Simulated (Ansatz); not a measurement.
# N: a short molecular-dynamics run

Aim: set N (a distorted structure, 8 atoms, not relaxed) in motion for 30 steps of 0.5 fs at constant energy, with velocities drawn for 900 K, and see how temperature, energy and positions respond.

All numbers below are computed with Ansatz 0.2.0 (DFT PBE, plane waves, PAW, scalar-relativistic, no spin polarisation).

### Step 1. The starting structure

The cell holds 8 atoms (N8): a = 5.624 Å, b = 5.613 Å, c = 5.786 Å, α = 89.11°, β = 93.46°, γ = 88.02°.

As a file:

```cif
data_structure
_symmetry_space_group_name_H-M 'P 1'
_symmetry_Int_Tables_number 1
_cell_length_a 5.6244
_cell_length_b 5.6133
_cell_length_c 5.7860
_cell_angle_alpha 89.115
_cell_angle_beta 93.457
_cell_angle_gamma 88.023
_cell_volume 182.20
loop_
_atom_site_label
_atom_site_type_symbol
_atom_site_fract_x
_atom_site_fract_y
_atom_site_fract_z
_atom_site_occupancy
N1 N 0.05473 0.06834 0.04985 1
N2 N 0.46898 0.94061 0.55826 1
N3 N 0.55134 0.44550 0.96117 1
N4 N 0.96116 0.54295 0.43719 1
N5 N 0.96462 0.94305 0.95224 1
N6 N 0.54268 0.05546 0.46977 1
N7 N 0.45851 0.55198 0.06070 1
N8 N 0.05240 0.44962 0.54338 1
```

### Step 2. Molecular dynamics

input.yaml

```yaml
crystal:
  lattice:
    - [5.62093717, 0.09764409, -0.17248117]
    - [0.09764409, 5.61223944, 0.04550022]
    - [-0.17248117, 0.04550022, 5.78329062]
  atoms:
    - { symbol: "N", position: [0.05473372, 0.06833922, 0.04985464] }
    - { symbol: "N", position: [0.4689799, 0.94061051, 0.55826396] }
    - { symbol: "N", position: [0.55134436, 0.44550067, 0.96117148] }
    - { symbol: "N", position: [0.96116286, 0.54295398, 0.43719293] }
    - { symbol: "N", position: [0.96462185, 0.94304813, 0.95224423] }
    - { symbol: "N", position: [0.54268284, 0.05546335, 0.46977451] }
    - { symbol: "N", position: [0.45850746, 0.55198386, 0.06069815] }
    - { symbol: "N", position: [0.05239666, 0.4496241, 0.54337612] }
kpoints:
  mp_grid: { grid: [3, 3, 3] }
magnetization:
  spin_polarized: false
scf:
  occupations: { method: cold, width: 0.15 }
hamiltonian:
  pseudopotentials: { kind: paw }
  xc: pbe
basis:
  ecutwfc: 420
md:
  timestep: 0.5
  n_steps: 30
  ensemble: nve
  temperature: 900.0
  initial_velocities: maxwell_boltzmann
  seed: 773455
```

Command:

```bash
$ ansatz run input.yaml --threads 2 --pin off --max-ram 2560MiB --backend cpu --events-out ev --progress --plain --runs-dir out
```

Log:

```text
Warning: md: disabling space-group detection — thermal motion breaks the input geometry's symmetry, so no spatial operation reduces the k-mesh or symmetrises the density; time reversal is kept, so that k and −k are solved as one point where they differ and the mesh holds both, and exact exchange and, on two spinor components, a DFT+U term hold to it where the run has them: on two components no moment then forms, and a state that bears one, which a typed moment (crystal.atoms[].spin; refused beside efield: under a hybrid functional) reaches, can lie lower, under hf by electronvolts; crystal.symmetry.detect: false (a key that needs symmetry detection or time reversal refuses this as the deck is read) with time_reversal: false beside it drops time reversal too
Warning: RAYON_NUM_THREADS=2 ignored (pool sized by the plan → 2); use --threads N
Engine: ansatz 0.2.0, aarch64-unknown-linux-gnu
Pseudopotentials: kind: paw
Pseudopotential: N, paw, valence charge 5, recommended cutoff 420 eV (normal), N.paw.azcp
Functional definition: PBE
  parameter kappa = 0.804
  parameter beta = 0.06672455060314922
  exchange = pbe_x(kappa = kappa, mu = beta*pi^2/3)
  correlation = pbe_c(beta = beta)
Crystal: 8 atoms, lattice volume = 182.205 Å³
Basis set: ecut = 420 eV, 3575 PW (Γ), exchange–correlation on 80×80×80 points (8 copies of the dense FFT grid, shifted against one another)
Bands: 28, of which v1, the nominal top of the filled ones, is band 20 counted from 1 (19 counted from 0)
Symmetry: 1 space group operations
k-points: 14 of 27 (time reversal used)
Non-local potential: N, projectors of the file, l = 0: 2, l = 1: 2, l = 2: 1
PAW form: soft (Blöchl's): semilocal exchange-correlation on the pseudo side does not see the compensation charge
PAW one-centre angular grid: N, 110 points (default); XC on 64 Gauss nodes
Initial density: superposition of atomic densities (neutral atoms: chi_scale 0, normalization atom), corrected by the library's trained network
Initial wavefunctions: pseudopotential atomic-orbital guess
Functional: x = pbe(κ = 0.804, μ = 0.2195149727645171), c = pbe(β = 0.06672455060314922)
SCF iter   1: F=—  HF=-3064.195530 eV  |F-HF|=—  |Δ(HF+E_count)|=         —  Δρ=5.44e-3  dr2=3.69e-2  ethr=1.77e-3  ⟨swp⟩=5.4  Hψ=1729  notcnv=0
preconditioner: auto → Resta (q_TF=auto, 2.119 Å⁻¹)  ε∞=2.3  [insulator: Δε(μ)=8.389 eV  Ē_g=15.353 eV  σ=0.150 eV  W_gap=1.00  n_scr=26 (ndim 8)  ℏωp=17.4 eV  f_vac=0.321  D(μ)=0.00/eV (n_scr^D=0)  ε∞_Penn≈2.3  vacuum switching on, ρ_ref=1.7e-2 e/Å³]
SCF iter   2: F=—  HF=-3064.250283 eV  |F-HF|=—  |Δ(HF+E_count)|=   5.48e-2  S|Δr|=    0.00e0  Δρ=2.51e-3  dr2=6.40e-3  ethr=9.23e-5  ⟨swp⟩=2.4  Hψ=781  notcnv=0  defer=32
SCF iter   3: F=—  HF=-3064.257904 eV  |F-HF|=—  |Δ(HF+E_count)|=   7.62e-3  S|Δr|=    0.00e0  Δρ=6.46e-4  dr2=5.47e-4  ethr=1.60e-5  ⟨swp⟩=2.1  Hψ=538  notcnv=0  defer=32
SCF iter   4: F=—  HF=-3064.258148 eV  |F-HF|=—  |Δ(HF+E_count)|=   2.44e-4  S|Δr|=    0.00e0  Δρ=5.61e-4  dr2=5.41e-4  ethr=1.37e-6  ⟨swp⟩=2.0  Hψ=590  notcnv=0  defer=32
SCF iter   5: F=—  HF=-3064.258031 eV  |F-HF|=—  |Δ(HF+E_count)|=   1.17e-4  S|Δr|=    0.00e0  Δρ=6.74e-5  dr2=4.87e-6  ethr=1.35e-6  ⟨swp⟩=2.0  Hψ=559  notcnv=0  defer=32
SCF iter   6: F=—  HF=-3064.258055 eV  |F-HF|=—  |Δ(HF+E_count)|=   2.38e-5  S|Δr|=    0.00e0  Δρ=4.31e-5  dr2=2.77e-6  ethr=1.22e-8  ⟨swp⟩=2.0  Hψ=646  notcnv=0  defer=35
SCF iter   7: F=—  HF=-3064.258055 eV  |F-HF|=—  |Δ(HF+E_count)|=   5.84e-8  S|Δr|=    0.00e0  Δρ=6.43e-6  dr2=5.29e-8  ethr=6.92e-9  ⟨swp⟩=2.4  Hψ=587  notcnv=0  defer=35
SCF iter   8: F=—  HF=-3064.258055 eV  |F-HF|=—  |Δ(HF+E_count)|=   1.53e-9  S|Δr|=    0.00e0  Δρ=2.73e-6  dr2=1.15e-8  ethr=2.00e-11  ⟨swp⟩=4.9  Hψ=1392  notcnv=0
SCF iter   9: F=-3064.258055 eV  HF=-3064.258055 eV  |F-HF|=9.54e-10  |Δ(HF+E_count)|=   1.11e-9  S|Δr|=    0.00e0  Δρ=1.10e-6  dr2=1.87e-9  ethr=2.00e-11  ⟨swp⟩=4.0  Hψ=1232  notcnv=0
SCF 1 converged in 9 iterations: F = -3064.258055 eV  dr2 = 1.87e-9
md step     0: t =     0.00 fs  T =   900.0 K  F+E_penalty+E_count = -3064.25805478 eV  E_kin = 0.814338 eV  conserved = -3063.44371678 eV  (9 SCF iters)
Initial density: handed on by an earlier stage of this run
Initial wavefunctions: those handed on with the density
iter 1 solved again at ethr=5.41e-5 eV; its pass at ethr=3.10e-3 eV (dr2=2.16e-2 eV) is discarded
SCF iter   1: F=—  HF=-3065.363335 eV  |F-HF|=—  |Δ(HF+E_count)|=         —  Δρ=4.77e-3  dr2=2.17e-2  ethr=5.41e-5  ⟨swp⟩=2.0  Hψ=1660  notcnv=0
preconditioner: auto → Resta (q_TF=auto, 2.119 Å⁻¹)  ε∞=2.3  [insulator: Δε(μ)=8.310 eV  Ē_g=15.206 eV  σ=0.150 eV  W_gap=1.00  n_scr=26 (ndim 8)  ℏωp=17.4 eV  f_vac=0.303  D(μ)=0.00/eV (n_scr^D=0)  ε∞_Penn≈2.3]
SCF iter   2: F=—  HF=-3065.356518 eV  |F-HF|=—  |Δ(HF+E_count)|=   6.82e-3  S|Δr|=    0.00e0  Δρ=1.76e-3  dr2=2.06e-3  ethr=5.41e-5  ⟨swp⟩=2.0  Hψ=667  notcnv=0
SCF iter   3: F=—  HF=-3065.356241 eV  |F-HF|=—  |Δ(HF+E_count)|=   2.77e-4  S|Δr|=    0.00e0  Δρ=5.13e-4  dr2=2.55e-4  ethr=5.14e-6  ⟨swp⟩=2.0  Hψ=672  notcnv=0
SCF iter   4: F=—  HF=-3065.356210 eV  |F-HF|=—  |Δ(HF+E_count)|=   3.09e-5  S|Δr|=    0.00e0  Δρ=1.92e-4  dr2=3.01e-5  ethr=6.38e-7  ⟨swp⟩=2.0  Hψ=638  notcnv=0
SCF iter   5: F=—  HF=-3065.356230 eV  |F-HF|=—  |Δ(HF+E_count)|=   1.96e-5  S|Δr|=    0.00e0  Δρ=5.97e-5  dr2=4.60e-6  ethr=7.52e-8  ⟨swp⟩=2.0  Hψ=623  notcnv=0
SCF iter   6: F=—  HF=-3065.356229 eV  |F-HF|=—  |Δ(HF+E_count)|=   2.33e-7  S|Δr|=    0.00e0  Δρ=1.32e-5  dr2=3.59e-7  ethr=1.15e-8  ⟨swp⟩=2.0  Hψ=601  notcnv=0
SCF iter   7: F=—  HF=-3065.356229 eV  |F-HF|=—  |Δ(HF+E_count)|=   4.34e-8  S|Δr|=    0.00e0  Δρ=3.30e-6  dr2=3.14e-8  ethr=8.99e-10  ⟨swp⟩=2.8  Hψ=658  notcnv=0
SCF iter   8: F=-3065.356229 eV  HF=-3065.356229 eV  |F-HF|=4.10e-9  |Δ(HF+E_count)|=   8.81e-9  S|Δr|=    0.00e0  Δρ=1.74e-6  dr2=5.59e-9  ethr=2.00e-11  ⟨swp⟩=4.0  Hψ=1274  notcnv=0
SCF 2 converged in 8 iterations: F = -3065.356229 eV  dr2 = 5.59e-9
md step     1: t =     0.50 fs  T =  2068.5 K  F+E_penalty+E_count = -3065.35622948 eV  E_kin = 1.871614 eV  conserved = -3063.48461521 eV  (8 SCF iters)
iter 1 solved again at ethr=2.04e-4 eV; its pass at ethr=3.10e-3 eV (dr2=8.16e-2 eV) is discarded
SCF iter   1: F=—  HF=-3067.528286 eV  |F-HF|=—  |Δ(HF+E_count)|=         —  Δρ=8.96e-3  dr2=8.42e-2  ethr=2.04e-4  ⟨swp⟩=1.0  Hψ=1736  notcnv=0
preconditioner: auto → Resta (q_TF=auto, 2.119 Å⁻¹)  ε∞=2.4  [insulator: Δε(μ)=8.114 eV  Ē_g=14.842 eV  σ=0.150 eV  W_gap=1.00  n_scr=26 (ndim 8)  ℏωp=17.4 eV  f_vac=0.299  D(μ)=0.00/eV (n_scr^D=0)  ε∞_Penn≈2.4]
SCF iter   2: F=—  HF=-3067.501024 eV  |F-HF|=—  |Δ(HF+E_count)|=   2.73e-2  S|Δr|=    0.00e0  Δρ=3.20e-3  dr2=7.45e-3  ethr=2.04e-4  ⟨swp⟩=2.0  Hψ=770  notcnv=0
SCF iter   3: F=—  HF=-3067.499790 eV  |F-HF|=—  |Δ(HF+E_count)|=   1.23e-3  S|Δr|=    0.00e0  Δρ=7.41e-4  dr2=4.41e-4  ethr=1.86e-5  ⟨swp⟩=2.0  Hψ=667  notcnv=0
SCF iter   4: F=—  HF=-3067.499807 eV  |F-HF|=—  |Δ(HF+E_count)|=   1.66e-5  S|Δr|=    0.00e0  Δρ=3.42e-4  dr2=1.53e-4  ethr=1.10e-6  ⟨swp⟩=2.0  Hψ=667  notcnv=0
SCF iter   5: F=—  HF=-3067.499785 eV  |F-HF|=—  |Δ(HF+E_count)|=   2.12e-5  S|Δr|=    0.00e0  Δρ=8.35e-5  dr2=9.07e-6  ethr=3.83e-7  ⟨swp⟩=2.4  Hψ=667  notcnv=0
SCF iter   6: F=—  HF=-3067.499803 eV  |F-HF|=—  |Δ(HF+E_count)|=   1.76e-5  S|Δr|=    0.00e0  Δρ=2.94e-5  dr2=1.57e-6  ethr=2.27e-8  ⟨swp⟩=2.0  Hψ=661  notcnv=0
```

### Step 3. The log goes on

Output, continued:

```text
SCF iter   7: F=—  HF=-3067.499801 eV  |F-HF|=—  |Δ(HF+E_count)|=   1.98e-6  S|Δr|=    0.00e0  Δρ=6.08e-6  dr2=6.15e-8  ethr=3.92e-9  ⟨swp⟩=2.0  Hψ=617  notcnv=0
SCF iter   8: F=-3067.499801 eV  HF=-3067.499801 eV  |F-HF|=4.04e-9  |Δ(HF+E_count)|=   3.94e-8  S|Δr|=    0.00e0  Δρ=2.04e-6  dr2=7.39e-9  ethr=2.00e-11  ⟨swp⟩=4.4  Hψ=1294  notcnv=0
SCF 3 converged in 8 iterations: F = -3067.499801 eV  dr2 = 7.39e-9
md step     2: t =     1.00 fs  T =  4369.1 K  F+E_penalty+E_count = -3067.49980106 eV  E_kin = 3.953251 eV  conserved = -3063.54654992 eV  (8 SCF iters)
[... from here on, the SCF cycles and remarks between the steps are left out ...]
md step     3: t =     1.50 fs  T =  6773.0 K  F+E_penalty+E_count = -3069.71481109 eV  E_kin = 6.128337 eV  conserved = -3063.58647418 eV  (9 SCF iters)
md step     4: t =     2.00 fs  T =  8511.9 K  F+E_penalty+E_count = -3071.29667167 eV  E_kin = 7.701752 eV  conserved = -3063.59491950 eV  (9 SCF iters)
md step     5: t =     2.50 fs  T =  9301.7 K  F+E_penalty+E_count = -3071.99992691 eV  E_kin = 8.416373 eV  conserved = -3063.58355382 eV  (6 SCF iters)
md step     6: t =     3.00 fs  T =  9213.5 K  F+E_penalty+E_count = -3071.90181614 eV  E_kin = 8.336602 eV  conserved = -3063.56521371 eV  (5 SCF iters)
md step     7: t =     3.50 fs  T =  8476.3 K  F+E_penalty+E_count = -3071.21688120 eV  E_kin = 7.669523 eV  conserved = -3063.54735842 eV  (6 SCF iters)
md step     8: t =     4.00 fs  T =  7343.8 K  F+E_penalty+E_count = -3070.17779318 eV  E_kin = 6.644831 eV  conserved = -3063.53296221 eV  (5 SCF iters)
md step     9: t =     4.50 fs  T =  6033.8 K  F+E_penalty+E_count = -3068.98198155 eV  E_kin = 5.459460 eV  conserved = -3063.52252110 eV  (4 SCF iters)
md step    10: t =     5.00 fs  T =  4710.3 K  F+E_penalty+E_count = -3067.77747211 eV  E_kin = 4.261997 eV  conserved = -3063.51547554 eV  (11 SCF iters)
md step    11: t =     5.50 fs  T =  3487.8 K  F+E_penalty+E_count = -3066.66680916 eV  E_kin = 3.155822 eV  conserved = -3063.51098726 eV  (5 SCF iters)
md step    12: t =     6.00 fs  T =  2440.9 K  F+E_penalty+E_count = -3065.71686459 eV  E_kin = 2.208575 eV  conserved = -3063.50828978 eV  (4 SCF iters)
md step    13: t =     6.50 fs  T =  1615.7 K  F+E_penalty+E_count = -3064.96875229 eV  E_kin = 1.461956 eV  conserved = -3063.50679599 eV  (6 SCF iters)
md step    14: t =     7.00 fs  T =  1038.5 K  F+E_penalty+E_count = -3064.44574839 eV  E_kin = 0.939644 eV  conserved = -3063.50610459 eV  (4 SCF iters)
md step    15: t =     7.50 fs  T =   721.6 K  F+E_penalty+E_count = -3064.15885518 eV  E_kin = 0.652884 eV  conserved = -3063.50597127 eV  (4 SCF iters)
md step    16: t =     8.00 fs  T =   667.5 K  F+E_penalty+E_count = -3064.11027625 eV  E_kin = 0.604002 eV  conserved = -3063.50627381 eV  (5 SCF iters)
md step    17: t =     8.50 fs  T =   871.1 K  F+E_penalty+E_count = -3064.29519763 eV  E_kin = 0.788210 eV  conserved = -3063.50698730 eV  (4 SCF iters)
md step    18: t =     9.00 fs  T =  1319.7 K  F+E_penalty+E_count = -3064.70221781 eV  E_kin = 1.194051 eV  conserved = -3063.50816683 eV  (4 SCF iters)
md step    19: t =     9.50 fs  T =  1992.4 K  F+E_penalty+E_count = -3065.31267626 eV  E_kin = 1.802741 eV  conserved = -3063.50993541 eV  (5 SCF iters)
md step    20: t =    10.00 fs  T =  2858.7 K  F+E_penalty+E_count = -3066.09907279 eV  E_kin = 2.586595 eV  conserved = -3063.51247736 eV  (11 SCF iters)
md step    21: t =    10.50 fs  T =  3875.6 K  F+E_penalty+E_count = -3067.02275220 eV  E_kin = 3.506724 eV  conserved = -3063.51602781 eV  (4 SCF iters)
md step    22: t =    11.00 fs  T =  4984.7 K  F+E_penalty+E_count = -3068.03107458 eV  E_kin = 4.510216 eV  conserved = -3063.52085818 eV  (4 SCF iters)
md step    23: t =    11.50 fs  T =  6108.6 K  F+E_penalty+E_count = -3069.05439886 eV  E_kin = 5.527151 eV  conserved = -3063.52724813 eV  (6 SCF iters)
md step    24: t =    12.00 fs  T =  7148.4 K  F+E_penalty+E_count = -3070.00344272 eV  E_kin = 6.468020 eV  conserved = -3063.53542290 eV  (5 SCF iters)
md step    25: t =    12.50 fs  T =  7982.4 K  F+E_penalty+E_count = -3070.76807871 eV  E_kin = 7.222649 eV  conserved = -3063.54543002 eV  (5 SCF iters)
md step    26: t =    13.00 fs  T =  8468.8 K  F+E_penalty+E_count = -3071.21963102 eV  E_kin = 7.662747 eV  conserved = -3063.55688428 eV  (6 SCF iters)
md step    27: t =    13.50 fs  T =  8457.2 K  F+E_penalty+E_count = -3071.22070754 eV  E_kin = 7.652273 eV  conserved = -3063.56843460 eV  (5 SCF iters)
md step    28: t =    14.00 fs  T =  7818.4 K  F+E_penalty+E_count = -3070.65084273 eV  E_kin = 7.074211 eV  conserved = -3063.57663189 eV  (5 SCF iters)
md step    29: t =    14.50 fs  T =  6509.7 K  F+E_penalty+E_count = -3069.46437321 eV  E_kin = 5.890105 eV  conserved = -3063.57426831 eV  (6 SCF iters)
iter 1 solved again at ethr=3.41e-4 eV; its pass at ethr=3.10e-3 eV (dr2=1.36e-1 eV) is discarded
SCF iter   1: F=—  HF=-3067.847997 eV  |F-HF|=—  |Δ(HF+E_count)|=         —  Δρ=1.15e-2  dr2=1.42e-1  ethr=3.41e-4  ⟨swp⟩=1.0  Hψ=1754  notcnv=0
preconditioner: auto → Resta (q_TF=auto, 2.119 Å⁻¹)  ε∞=2.4  [insulator: Δε(μ)=8.269 eV  Ē_g=14.954 eV  σ=0.150 eV  W_gap=1.00  n_scr=26 (ndim 8)  ℏωp=17.4 eV  f_vac=0.297  D(μ)=0.00/eV (n_scr^D=0)  ε∞_Penn≈2.4]
SCF iter   2: F=—  HF=-3067.800926 eV  |F-HF|=—  |Δ(HF+E_count)|=   4.71e-2  S|Δr|=    0.00e0  Δρ=4.07e-3  dr2=1.27e-2  ethr=3.41e-4  ⟨swp⟩=2.8  Hψ=781  notcnv=0
SCF iter   3: F=—  HF=-3067.798525 eV  |F-HF|=—  |Δ(HF+E_count)|=   2.40e-3  S|Δr|=    0.00e0  Δρ=8.01e-4  dr2=4.17e-4  ethr=3.16e-5  ⟨swp⟩=2.0  Hψ=779  notcnv=0
SCF iter   4: F=—  HF=-3067.798651 eV  |F-HF|=—  |Δ(HF+E_count)|=   1.26e-4  S|Δr|=    0.00e0  Δρ=4.74e-4  dr2=3.65e-4  ethr=1.04e-6  ⟨swp⟩=2.0  Hψ=646  notcnv=0
SCF iter   5: F=—  HF=-3067.798572 eV  |F-HF|=—  |Δ(HF+E_count)|=   7.83e-5  S|Δr|=    0.00e0  Δρ=5.06e-5  dr2=5.96e-6  ethr=9.12e-7  ⟨swp⟩=2.0  Hψ=622  notcnv=0
SCF iter   6: F=—  HF=-3067.798567 eV  |F-HF|=—  |Δ(HF+E_count)|=   5.65e-6  S|Δr|=    0.00e0  Δρ=4.52e-5  dr2=3.77e-6  ethr=1.49e-8  ⟨swp⟩=2.0  Hψ=605  notcnv=0
SCF iter   7: F=—  HF=-3067.798566 eV  |F-HF|=—  |Δ(HF+E_count)|=   6.11e-7  S|Δr|=    0.00e0  Δρ=1.09e-5  dr2=1.32e-7  ethr=9.41e-9  ⟨swp⟩=2.0  Hψ=579  notcnv=0
SCF iter   8: F=—  HF=-3067.798566 eV  |F-HF|=—  |Δ(HF+E_count)|=   1.50e-8  S|Δr|=    0.00e0  Δρ=2.53e-6  dr2=1.32e-8  ethr=3.31e-10  ⟨swp⟩=2.0  Hψ=577  notcnv=0
SCF iter   9: F=—  HF=-3067.798566 eV  |F-HF|=—  |Δ(HF+E_count)|=   3.07e-9  S|Δr|=    0.00e0  Δρ=2.19e-6  dr2=8.06e-9  ethr=2.00e-11  ⟨swp⟩=4.0  Hψ=1232  notcnv=0
SCF iter  10: F=-3067.798566 eV  HF=-3067.798566 eV  |F-HF|=1.55e-11  |Δ(HF+E_count)|=   1.81e-9  S|Δr|=    0.00e0  Δρ=4.80e-7  dr2=3.40e-10  ethr=2.00e-11  ⟨swp⟩=4.0  Hψ=1214  notcnv=0
SCF 31 converged in 10 iterations: F = -3067.798566 eV  dr2 = 3.40e-10
md step    30: t =    15.00 fs  T =  4693.7 K  F+E_penalty+E_count = -3067.79856602 eV  E_kin = 4.246969 eV  conserved = -3063.55159750 eV  (10 SCF iters)
NSCF: frozen V_eff on 14 k-points
the band table was solved once a step of the walk had ended and its energy, with any forces and stress, was formed, with the checks that follow a solve (1897 applications of the Hamiltonian). They found nothing against the state; the energy, forces and stress were not computed again (output.eigenvalues in the input reference)
SCF converged after 10 iterations
Stability not checked: this state was not tested for a lower state beside it, because cold or Methfessel-Paxton smearing, or corrected tetrahedra, fill the levels in a way that the test cannot read (fill_not_monotonic; see scf.lower_state_search)
Free energy (F): -3067.798566 eV
Harris-Foulkes:  -3067.798566 eV  (|F-HF|=1.55e-11)
Internal energy: -3067.798566 eV  (E = F + TS)
E sigma→0 (E₀):  -3067.798566 eV
Fermi energy:    -1.500051 eV
Step filling:    the computed levels leave a gap of 8.2536 eV = 55.0 smearing widths at the electron count; against every level under it full and every level over it empty, smearing changes F+E_penalty+E_count by +0.00e0 meV and its σ→0 estimate by +0.00e0 meV
--- Per-component energies (eV) ---
  E_band       = -450.954715
  E_kinetic    = 1035.309008
  E_local      = -3253.606805  (includes V_loc(G=0)·N_el)
  E_nonlocal   = 404.095988
  E_hartree    = 1059.283926
  E_xc         = -464.039797
  E_vxc        = -586.993423  (∫ρ·V_xc dr)
  E_paw        = -1030.670731  (= ΣΔE_a)
  E_vpaw       = -168.328116  (= ΣTr[D̂ρ^β])
  E_aug_tail   = 0.000853  (compensation charges beyond the density's cutoff)
  E_ewald      = -818.171008
  E_smearing   = -0.000000  (= −TS)
  E_closure    = 0.000000  (closes the sum)
  Σ components = -3067.798566   (vs F -3067.798566, Δ=0.00e0)
--- Forces (eV/Å), atoms counted from 1 ---
  atom   1  N      6.27784143     7.20056719     5.13333601
  atom   2  N     -9.85693412   -25.29794491    14.41366354
  atom   3  N     14.12156384   -10.18715936   -14.76105760
  atom   4  N    -15.94064145    13.31853055   -13.06210630
  atom   5  N     -6.30722380    -7.20740473    -5.15283558
  atom   6  N      9.83240418    25.29523621   -14.38645873
  atom   7  N    -14.09547170    10.19887072    14.74511442
  atom   8  N     15.96844208   -13.32068887    13.07035466
  max |Σ_I F_I| component: 1.95e-5 eV/Å
--- Band table (eV; the first three rows and the last of 14) ---
  k-point 0: bands = ["-25.8361", "-25.5535", "-25.3984", "-24.8648", "-8.9965", "-8.6916", "-8.6018", "-8.4599", "-8.3711", "-8.3459", "-8.2478", "-8.1908", "-8.0607", "-8.0514", "-7.8402", "-7.7900", "-6.7282", "-5.9175", "-5.7732", "-5.7371", "2.5207", "2.7264", "2.9276", "3.7006", "3.7899", "3.9816", "4.3117", "4.4177"]
  k-point 1: bands = ["-25.8358", "-25.5530", "-25.3989", "-24.8649", "-8.9384", "-8.6495", "-8.5779", "-8.4584", "-8.4068", "-8.3515", "-8.2443", "-8.2019", "-8.1627", "-8.1052", "-7.8883", "-7.8157", "-6.4463", "-6.0446", "-5.7724", "-5.7492", "2.6333", "2.8891", "3.1962", "3.6753", "3.8439", "3.8668", "4.1077", "4.3861"]
  k-point 2: bands = ["-25.8356", "-25.5536", "-25.3983", "-24.8650", "-8.9639", "-8.6150", "-8.5393", "-8.4545", "-8.4218", "-8.3773", "-8.2664", "-8.2334", "-8.1497", "-8.0619", "-7.8787", "-7.8721", "-6.4043", "-5.9665", "-5.8474", "-5.7592", "2.7683", "2.8399", "3.1600", "3.6917", "3.7787", "3.9991", "4.1268", "4.2544"]
  k-point 13: bands = ["-25.8353", "-25.5532", "-25.3985", "-24.8649", "-9.0119", "-8.6882", "-8.6083", "-8.5675", "-8.3821", "-8.3483", "-8.2643", "-8.1802", "-8.0535", "-8.0186", "-7.8703", "-7.8239", "-6.2178", "-6.0032", "-5.9418", "-5.8580", "2.9480", "2.9811", "3.5761", "3.6553", "3.7601", "3.9370", "4.0484", "4.2702"]
--- MD trajectory: 30 steps, t = 0.0 → 15.0 fs ---
  final state: T = 4693.7 K   F+E_penalty+E_count = -3067.79856602 eV   E_kin = 4.246969 eV
  conserved energy: peak-to-peak 1.512e-1 eV (1.890e-2 eV/atom) over 15.0 fs
```

Wall time 76 s (2 threads of an Arm CPU, shared host); peak memory 0.4 GiB.

(Part 1 of 2 ends here.)
